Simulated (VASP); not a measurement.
## VASP 6.6.1 run: BN

INCAR

```
LASPH = .TRUE.
LREAL = .FALSE.
NBANDS = 11
GGA = RE
NSW = 0
IBRION = -1
ISMEAR = -1
EDIFF = 1E-7
SIGMA = 0.02
ENCUT = 520
PREC = Accurate
NELM = 120
ISIF = 2
LCHARG = .FALSE.
LWAVE = .FALSE.
```

KPOINTS

```
KPOINTS created by Atomic Simulation Environment
0
Gamma
12 12 12
0 0 0
```

POSCAR

```
B  N
 1.0000000000000000
    -0.0277811212000000    1.8131408530999999    1.8131408530999999
     1.8131408530999999   -0.0277811212000000    1.8131408530999999
     1.8131408530999999    1.8131408530999999   -0.0277811212000000
 B   N
   1   1
Cartesian
  0.0000000000000000  0.0000000000000000  0.0000000000000000
  0.8996251462500000  0.8996251462500000  0.8996251462500000
```

The recommended PBE PAW datasets give the neutral cell 8 valence electrons.

Command

```
mpirun -np 1 vasp_std
```

OSZICAR

```
N       E                     dE             d eps       ncg     rms          rms(c)
DAV:   1     0.108912116022E+02    0.10891E+02   -0.48728E+03  4286   0.717E+02
DAV:   2    -0.171030105014E+02   -0.27994E+02   -0.27155E+02  4974   0.163E+02
DAV:   3    -0.176368895196E+02   -0.53388E+00   -0.53297E+00  4902   0.192E+01
DAV:   4    -0.176375380965E+02   -0.64858E-03   -0.64857E-03  4443   0.756E-01
DAV:   5    -0.176375387204E+02   -0.62392E-06   -0.62391E-06  4782   0.230E-02    0.657E+00
DAV:   6    -0.168185901701E+02    0.81895E+00   -0.29293E+00  4401   0.974E+00    0.321E+00
DAV:   7    -0.167679782624E+02    0.50612E-01   -0.94150E-02  4656   0.254E+00    0.192E+00
DAV:   8    -0.167603351806E+02    0.76431E-02   -0.33144E-02  4608   0.134E+00    0.156E-01
DAV:   9    -0.167605836918E+02   -0.24851E-03   -0.11427E-03  4407   0.261E-01    0.762E-02
DAV:  10    -0.167607484229E+02   -0.16473E-03   -0.20424E-04  4458   0.120E-01    0.154E-02
DAV:  11    -0.167607582998E+02   -0.98769E-05   -0.15888E-05  4852   0.339E-02    0.114E-02
DAV:  12    -0.167607586522E+02   -0.35242E-06   -0.17793E-06  4521   0.954E-03    0.998E-04
DAV:  13    -0.167607586509E+02    0.13318E-08   -0.47258E-08  2589   0.202E-03
   1 F= -.16760759E+02 E0= -.16760759E+02  d E =-.361891E-12
```

From OUTCAR

```
k-points           NKPTS =    189   k-points in BZ     NKDIM =    189   number of bands    NBANDS=     11

   NELECT =       8.0000    total number of electrons

   dimension x,y,z NGX =    20 NGY =   20 NGZ =   20
   dimension x,y,z NGXF=    40 NGYF=   40 NGZF=   40

  energy-cutoff  :      520.00
  volume of cell :       12.20
      direct lattice vectors                 reciprocal lattice vectors
    -0.027781121  1.813140853  1.813140853    -0.269506209  0.273699866  0.273699866
     1.813140853 -0.027781121  1.813140853     0.273699866 -0.269506209  0.273699866
     1.813140853  1.813140853 -0.027781121     0.273699866  0.273699866 -0.269506209

 k-points in reciprocal lattice and weights: KPOINTS created by Atomic Simulation Env
   0.00000000  0.00000000  0.00000000       0.001
   0.08333333  0.00000000  0.00000000       0.003
   0.16666667  0.00000000  0.00000000       0.003
   0.25000000  0.00000000  0.00000000       0.003
   0.33333333  0.00000000  0.00000000       0.003
   0.41666667 -0.00000000  0.00000000       0.003
   0.50000000  0.00000000  0.00000000       0.002
   0.08333333  0.08333333  0.00000000       0.003
   ...

 E-fermi :   7.5690

 k-point     1 :       0.0000    0.0000    0.0000
  band No.  band energies     occupation
      1     -12.8241      2.00000
      2       7.0775      2.00000
      3       7.0775      2.00000
      4       7.1461      2.00000
      5      15.6179      0.00000
      6      15.6179      0.00000
      7      15.9390      0.00000
      8      17.2134      0.00000
      9      31.3553      0.00000
     10      34.4304      0.00000
     11      34.4304      0.00000

 k-point     2 :       0.0833    0.0000    0.0000
  band No.  band energies     occupation
      1     -12.6614      2.00000
      2       6.1674      2.00000
      3       6.9129      2.00000
      4       6.9683      2.00000
      5      15.8152      0.00000
      6      15.8774      0.00000
      7      16.3616      0.00000
      8      17.6369      0.00000
      9      31.2180      0.00000
     10      32.2305      0.00000
     11      32.5437      0.00000

 k-point     3 :       0.1667    0.0000    0.0000
  band No.  band energies     occupation
      1     -12.1799      2.00000
      2       4.0889      2.00000
      3       6.5116      2.00000
      4       6.5471      2.00000
      5      16.1521      0.00000
      6      16.4876      0.00000
      7      17.0539      0.00000
      8      18.8673      0.00000
      9      30.6660      0.00000
     10      30.7140      0.00000
     11      31.2127      0.00000

 k-point     4 :       0.2500    0.0000    0.0000
  band No.  band energies     occupation
      1     -11.4045      2.00000
      2       1.6759      2.00000
      3       6.0467      2.00000
      4       6.0556      2.00000
      5      16.4579      0.00000
      6      17.0881      0.00000
      7      17.6227      0.00000
      8      20.2311      0.00000
      9      30.1936      0.00000
     10      30.2307      0.00000
     11      30.8634      0.00000

 k-point     5 :       0.3333    0.0000    0.0000
  band No.  band energies     occupation
      1     -10.4007      2.00000
      2      -0.6401      2.00000
      3       5.6323      2.00000
      4       5.6497      2.00000
      5      16.6933      0.00000
      6      17.4187      0.00000
      7      17.9296      0.00000
      8      21.2677      0.00000
      9      30.0361      0.00000
     10      30.8657      0.00000
     11      31.6082      0.00000

 ...

  Total       -0.2935905     -0.2935905     -0.2935905      0.4955712      0.4955712      0.4955712
  in kB      -38.5709429    -38.5709429    -38.5709429     65.1064909     65.1064909     65.1064909
  external PRESSURE =     -38.5709429 kB  Pullay stress =       0.0000000 kB

 POSITION                                       TOTAL-FORCE (eV/Angst)
 -----------------------------------------------------------------------------------
      0.00000      0.00000      0.00000        -0.024595     -0.024595     -0.024595
      0.89963      0.89963      0.89963         0.024595      0.024595      0.024595
 -----------------------------------------------------------------------------------
    total drift:                                0.000007      0.000007      0.000007

  FREE ENERGIE OF THE ION-ELECTRON SYSTEM (eV)
  ---------------------------------------------------
  free  energy   TOTEN  =       -16.7607586509 eV

  energy  without entropy=      -16.7607586509  energy(sigma->0) =      -16.76075865
```

It converged. Results: gap between bands v and c on the k mesh 4.39 eV; least direct gap on the k mesh 8.47 eV; pressure -3.9 GPa; largest force 0.04 eV/Å. Band v is the last that the valence electrons fill when counted band by band, and c is the next.

For comparison, a separate PBE run of the intended cell, on usual settings and not on those above, gives a gap of 4.37 eV on its mesh and a pressure of -8.1 GPa.

The run above took about 18 s on one core of a shared host (Intel Xeon Platinum 8488C) and held 0.14 GiB at most.
